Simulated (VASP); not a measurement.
# Rh (P6_3/mmc) in VASP: reference runs

How does Rh come out in PBEsol? The cell is run as given and disturbed.

Program: VASP 6.6.1. These are calculated values, not measurements. Logs are shortened: lines on timing, memory, paths and dates and some standing lists are left out, and cuts for length are marked.

## Step 1: Starting point

It takes space group P6_3/mmc (No. 194, hexagonal). The conventional cell has a = 2.692 Å, b = 2.692 Å, c = 8.798 Å, α = 90.00°, β = 90.00°, γ = 120.00°. Rh (site symmetry -6m2) has 12 Rh at 2.69 Å as nearest neighbours. Rh (site symmetry -3m) is surrounded by 12 Rh at 2.69 Å.

This isn't the form of Rh at room conditions, which is fcc.

## Step 2: Single point, PBEsol

Contents of INCAR:

```
PREC = Accurate
ENCUT = 520
EDIFF = 1E-7
ISMEAR = -1
SIGMA = 0.05
LREAL = F
LASPH = T
NELM = 80
ALGO = Normal
ISIF = 2
LWAVE = F
LCHARG = F
GGA = PS
NBANDS = 38
```

Contents of KPOINTS:

```
regular mesh
0
Gamma
  11 11 3
```

Contents of POSCAR:

```
Rh
1.0
    2.6917446234      0.0000000000      0.0000000000
   -1.3458723117      2.3311192244      0.0000000000
    0.0000000000      0.0000000000      8.7980701300
Rh
4
Direct
    0.6666666667      0.3333333333      0.7500000000
    0.0000000000      0.0000000000      0.5000000000
    0.3333333333      0.6666666667      0.2500000000
    0.0000000000      0.0000000000      0.0000000000
```

Potentials or basis: VASP PAW PBE potentials, release 64 (Rh_pv).

Run with:

```sh
$ cat potpaw_PBE.64/Rh_pv/POTCAR > POTCAR
$ mpirun -np 1 vasp_std > vasp.out
```

OUTCAR:

```text
PREC = Accurate
   ENCUT = 520
   EDIFF = 1E-7
   ISMEAR = -1
   LREAL = F
   LASPH = T
   NELM = 80
   ISIF = 2
   GGA = PS

 ion  position               nearest neighbor table
   1  0.667  0.333  0.750-   2 2.69   4 2.69   2 2.69   4 2.69   2 2.69   4 2.69
   2  0.000  0.000  0.500-   1 2.69   3 2.69   1 2.69   3 2.69   1 2.69   3 2.69
   3  0.333  0.667  0.250-   2 2.69   4 2.69   2 2.69   4 2.69   2 2.69   4 2.69
   4  0.000  0.000  0.000-   1 2.69   3 2.69   1 2.69   3 2.69   1 2.69   3 2.69

  LATTYP: Found a hexagonal cell.
 ALAT       =     2.6917446234
 C/A-ratio  =     3.2685382014

  Lattice vectors:

 A1 = (   2.6917446234,   0.0000000000,   0.0000000000)
 A2 = (  -1.3458723117,   2.3311192244,   0.0000000000)
 A3 = (   0.0000000000,   0.0000000000,   8.7980701300)

Analysis of symmetry for initial positions (statically):
=====================================================================
 Subroutine PRICEL returns:
 Original cell was already a primitive cell.

 Routine SETGRP: Setting up the symmetry group for a
 hexagonal supercell.

 Subroutine GETGRP returns: Found 24 space group operations
 (whereof 12 operations were pure point group operations)
 out of a pool of 24 trial point group operations.

The static configuration has the point symmetry D_3d.
 The point group associated with its full space group is D_6h.

Analysis of symmetry for dynamics (positions and initial velocities):
=====================================================================
 Subroutine PRICEL returns:
 Original cell was already a primitive cell.

 Routine SETGRP: Setting up the symmetry group for a
 hexagonal supercell.

 Subroutine GETGRP returns: Found 24 space group operations
 (whereof 12 operations were pure point group operations)
 out of a pool of 24 trial point group operations.

The dynamic configuration has the point symmetry D_3d.
 The point group associated with its full space group is D_6h.

 Subroutine INISYM returns: Found 24 space group operations
 (whereof 12 operations are pure point group operations),
 and found     1 'primitive' translations

----------------------------------------------------------------------------------------

                                     Primitive cell

  volume of cell :      55.2059

  direct lattice vectors                    reciprocal lattice vectors
     2.691744623  0.000000000  0.000000000     0.371506268  0.214489244  0.000000000
    -1.345872312  2.331119224  0.000000000     0.000000000  0.428978488  0.000000000
     0.000000000  0.000000000  8.798070130     0.000000000  0.000000000  0.113661290

  length of vectors
     2.691744623  2.691744623  8.798070130     0.428978488  0.428978488  0.113661290

  position of ions in fractional coordinates (direct lattice)
     0.666666667  0.333333333  0.750000000
     0.000000000  0.000000000  0.500000000
     0.333333333  0.666666667  0.250000000
     0.000000000  0.000000000  0.000000000

  ion indices of the primitive-cell ions
   primitive index   ion index
                 1           1
                 2           2
                 3           3
                 4           4

----------------------------------------------------------------------------------------

 KPOINTS: regular mesh

Automatic generation of k-mesh.
 Grid dimensions read from file:
 generate k-points for:   11   11    3

 Generating k-lattice:

  Cartesian coordinates                     Fractional coordinates (reciprocal lattice)
     0.033773297  0.019499022  0.000000000     0.090909091  0.000000000  0.000000000
     0.000000000  0.038998044  0.000000000     0.000000000  0.090909091  0.000000000
     0.000000000  0.000000000  0.037887097     0.000000000  0.000000000  0.333333333

  Length of vectors
     0.038998044  0.038998044  0.037887097

  Shift w.r.t. Gamma in fractional coordinates (k-lattice)
     0.000000000  0.000000000  0.000000000

 Subroutine IBZKPT returns following result:
 ===========================================

 Found     32 irreducible k-points:

 Following reciprocal coordinates:
            Coordinates               Weight
  0.000000  0.000000  0.000000      1.000000
  0.090909  0.000000  0.000000      6.000000
  0.181818  0.000000  0.000000      6.000000
  0.272727  0.000000  0.000000      6.000000
  0.363636  0.000000  0.000000      6.000000
  0.454545  0.000000  0.000000      6.000000
[... 16 lines left out ...]
  0.090909  0.090909  0.333333     12.000000
  0.181818  0.090909  0.333333     24.000000
 [... further k-points ...]
   k-points           NKPTS =     32   k-points in BZ     NKDIM =     32   number of bands    NBANDS=     38
   number of dos      NEDOS =    301   number of ions     NIONS =      4
   total plane-waves  NPLWV =  28000
   dimension x,y,z NGX =    20 NGY =   20 NGZ =   70
   dimension x,y,z NGXF=    40 NGYF=   40 NGZF=  140
   ions per type =               4
   NGX,Y,Z   is equivalent  to a cutoff of  12.35, 12.35, 13.23 a.u.
   NGXF,Y,Z  is equivalent  to a cutoff of  24.70, 24.70, 26.45 a.u.
 SYSTEM =  unknown system
   PREC   = accura    normal or accurate (medium, high low for compatibility)
   ISTART =      0    job   : 0-new  1-cont  2-samecut
   ICHARG =      2    charge: 1-file 2-atom 10-const
   ISPIN  =      1    spin polarized calculation?
   LNONCOLLINEAR =      F non collinear calculations
   LSORBIT =      F    spin-orbit coupling
   LASPH  =      T    aspherical Exc in radial PAW
   ENCUT  =  520.0 eV  38.22 Ry    6.18 a.u.   5.00  5.00 16.36*2*pi/ulx,y,z
   NELM   =     80;   NELMIN=  2; NELMDL= -5     # of ELM steps
   EDIFF  = 0.1E-06   stopping-criterion for ELM
   LREAL  =      F    real-space projection
   EDIFFG = 0.1E-05   stopping-criterion for IOM
   NSW    =      0    number of steps for IOM
   IBRION =     -1    ionic relax: 0-MD 1-quasi-New 2-CG
   NFREE  =      0    steps in history (QN), initial steepest desc. (CG)
   ISIF   =      2    stress and relaxation
   ISYM   =      2    0-nonsym 1-usesym 2-fastsym
   POTIM  = 0.5000    time-step for ionic-motion
   TEBEG  =    0.0;   TEEND  =   0.0 temperature during run
   PSTRESS=    0.0 pullay stress
   NELECT =      60.0000    total number of electrons
   NUPDOWN=      -1.0000    fix difference up-down
   EMIN   =  10.00;   EMAX   =-10.00  energy-range for DOS
   EFERMI =   0.00;   METHOD = LEGACY
   ISMEAR =    -1;   SIGMA  =   0.05  broadening in eV -4-tet -1-fermi 0-gaus
   EFERMI_NEDOS =   21; number of points for ismear=-14 and -15
   IALGO  =     38    algorithm
   IMIX   =      4    mixing-type and parameters
     AMIX     =   0.40;   BMIX     =  1.00
     AMIX_MAG =   1.60;   BMIX_MAG =  1.00
  volume/ion in A,a.u.               =      13.80        93.14
  Fermi-wavevector in a.u.,A,eV,Ry     =   1.683178  3.180745 38.546496  2.833088
  Thomas-Fermi vector in A             =   2.766425
   LORBIT       =      0    0 simple, 1 ext, 2 COOP (PROOUT), +10 PAW based schemes
   GGA     = PS    functional components
   LHFCALC =     F    Hartree Fock is set to
   AEXX    =    0.0000 exact exchange contribution
   IVDW    =     0    specifies the selected vdW correction
   LEPSILON=     F    determine dielectric tensor
   LRPA    =     F    only Hartree local field effects (RPA)
 non-spin polarized calculation
  energy-cutoff  :      520.00
  volume of cell :       55.21
 maximum number of plane-waves:      1513
 NGX is ok and might be reduce to    20
   NGX =  9   NGY =  9   NGZ = 33

 number of electron      59.9999994 magnetization

 Free energy of the ion-electron system (eV)
  ---------------------------------------------------
  ext. energy  EPLUGINS =         0.00000000
  ---------------------------------------------------
  free energy    TOTEN  =       -32.46895352 eV

  energy without entropy =      -32.41756635  energy(sigma->0) =      -32.44325993

 E-fermi :  11.7052     XC(G=0): -14.1927

 val. band max:       11.7019430046   @ k =   0.3636   0.0000   0.3333
 cond. band min:      11.7061391259   @ k =   0.3636   0.2727   0.3333
 fundamental gap:      0.0041961213
 Fermi energy:        11.7051755051

 k-point     1 :       0.0000    0.0000    0.0000
  band No.  band energies     occupation
      1     -35.3680      2.00000
      2     -35.0122      2.00000
      3     -35.0118      2.00000
      4     -34.7300      2.00000
      5     -34.7300      2.00000
      6     -34.6845      2.00000
[... 30 lines left out ...]
     37      20.1904      0.00000
     38      26.0579      0.00000

 k-point     2 :       0.0909    0.0000    0.0000
  band No.  band energies     occupation
      1     -35.3492      2.00000
      2     -35.0171      2.00000
      3     -35.0170      2.00000
      4     -34.7739      2.00000
      5     -34.7441      2.00000
      6     -34.7189      2.00000
[... 30 lines left out ...]
     37      20.1440      0.00000
     38      26.3691      0.00000

 k-point     3 :       0.1818    0.0000    0.0000
  band No.  band energies     occupation
      1     -35.2963      2.00000
      2     -35.0497      2.00000
      3     -35.0452      2.00000
      4     -34.8870      2.00000
      5     -34.8165      2.00000
      6     -34.7845      2.00000
[... 30 lines left out ...]
     37      20.0467      0.00000
     38      26.8100      0.00000

 k-point     4 :       0.2727    0.0000    0.0000
  band No.  band energies     occupation
      1     -35.2259      2.00000
      2     -35.1440      2.00000
      3     -35.1183      2.00000
      4     -35.0272      2.00000
      5     -34.9715      2.00000
      6     -34.8401      2.00000
[... 30 lines left out ...]
     37      20.0163      0.00000
     38      24.4561      0.00000
[... 703 lines left out ...]
      4     -35.2337      2.00000
      5     -34.9756      2.00000
      6     -34.9237      2.00000
[... 30 lines left out ...]
     37      20.7270      0.00000
     38      20.7897      0.00000

 k-point    23 :       0.0909    0.0909    0.3333
  band No.  band energies     occupation
      1     -35.2760      2.00000
      2     -35.1741      2.00000
      3     -34.8966      2.00000
      4     -34.8357      2.00000
      5     -34.8079      2.00000
      6     -34.8049      2.00000
[... 30 lines left out ...]
     37      21.5936      0.00000
     38      24.4102      0.00000

 k-point    24 :       0.1818    0.0909    0.3333
  band No.  band energies     occupation
      1     -35.2284      2.00000
      2     -35.1720      2.00000
      3     -35.0112      2.00000
      4     -34.9474      2.00000
      5     -34.9385      2.00000
      6     -34.8860      2.00000
[... 30 lines left out ...]
     37      21.9247      0.00000
     38      24.7939      0.00000

 [... further k-points ...]

------------------------ aborting loop because EDIFF is reached ----------------------------------------

  FORCE on cell =-STRESS in cart. coord.  units (eV):
  Direction    XX          YY          ZZ          XY          YZ          ZX
  --------------------------------------------------------------------------------------
  -------------------------------------------------------------------------------------
  Total       -1.7400095     -1.7400095     -2.3241419     -0.0000000      0.0000000      0.0000000
  in kB      -50.4982619    -50.4982619    -67.4508554     -0.0000000      0.0000000      0.0000000
  external PRESSURE =     -56.1491264 kB  Pullay stress =       0.0000000 kB

 VOLUME and BASIS-vectors are now :
 -----------------------------------------------------------------------------
  energy-cutoff  :      520.00
  volume of cell :       55.21
      direct lattice vectors                 reciprocal lattice vectors
     2.691744623  0.000000000  0.000000000     0.371506268  0.214489244  0.000000000
    -1.345872312  2.331119224  0.000000000     0.000000000  0.428978488  0.000000000
     0.000000000  0.000000000  8.798070130     0.000000000  0.000000000  0.113661290

 POSITION                                       TOTAL-FORCE (eV/Angst)
 -----------------------------------------------------------------------------------
      1.34587      0.77704      6.59855         0.000000     -0.000000     -0.000000
      0.00000      0.00000      4.39904        -0.000000      0.000000      0.000000
     -0.00000      1.55408      2.19952         0.000000      0.000000      0.000000
      0.00000      0.00000      0.00000         0.000000      0.000000      0.000000
 -----------------------------------------------------------------------------------
    total drift:                                0.000000     -0.000000      0.000000

  FREE ENERGIE OF THE ION-ELECTRON SYSTEM (eV)
  ---------------------------------------------------
  free  energy   TOTEN  =       -32.4689535218 eV

  energy  without entropy=      -32.4175663462  energy(sigma->0) =      -32.44325993
```

It took 38 s on 1 thread of AMD EPYC 9R45 (Zen 5), shared host; peak memory 0.16 GiB.

What came out:

* Free energy: -32.4690 eV
* Pressure: -5.6 GPa
* Band gap on the k mesh: none (metal or under the smearing width)

Levels at points of the mesh, in eV from the Fermi level:
| k point | band 28 | band 29 | band 30 | band 31 | band 32 | band 33 |
| --- | --- | --- | --- | --- | --- | --- |
| (0.00, 0.00, 0.00) | -1.43 | -1.43 | -0.84 | -0.84 | -0.34 | -0.34 |

Caveat: the PAW data sets were made with another functional, which shifts forces and pressure a little.

## Step 3: Single point, PBEsol (atoms moved at random, drawn with an rms of 0.05 Å)

INCAR is that of step 2.

KPOINTS is that of step 2.

Contents of POSCAR:

```
Rh
1.0
    2.6917446234      0.0000000000      0.0000000000
   -1.3458723117      2.3311192244      0.0000000000
    0.0000000000      0.0000000000      8.7980701300
Rh
4
Direct
    0.6759580000      0.3288630000      0.7493310000
    0.0171690000      0.0291420000      0.5033680000
    0.3052060000      0.6470650000      0.2487690000
    0.0268120000     -0.0019770000      0.0035440000
```

Potentials or basis: VASP PAW PBE potentials, release 64 (Rh_pv).

Run with:

```sh
$ cat potpaw_PBE.64/Rh_pv/POTCAR > POTCAR
$ mpirun -np 1 vasp_std > vasp.out
```

Wall time 4.2 min (1 thread of AMD EPYC 9R45 (Zen 5), shared host); peak memory 0.34 GiB.

The run converged. Its results:

* Free energy: -32.4136 eV
* Pressure: -5.1 GPa
* Largest force: 0.645 eV/Å
* Band gap on the k mesh: none (metal or under the smearing width)

Forces on the atoms (eV/Å):
```
Rh  -0.033  0.144  0.392
Rh  -0.040 -0.322 -0.362
Rh   0.371  0.270  0.453
Rh  -0.298 -0.092 -0.483
```

Stress tensor (GPa, compression positive):
```
-4.98 -0.51  0.24
-0.51 -4.68  0.00
 0.24  0.00 -5.51
```

Levels at points of the mesh, in eV from the Fermi level:
| k point | band 26 | band 27 | band 28 | band 29 | band 30 | band 31 | band 32 | band 33 |
| --- | --- | --- | --- | --- | --- | --- | --- | --- |
| (0.00, 0.00, 0.00) | -2.60 | -2.58 | -1.57 | -1.38 | -0.85 | -0.78 | -0.35 | -0.29 |

Caveat: the PAW data sets were made with another functional, which shifts forces and pressure a little.
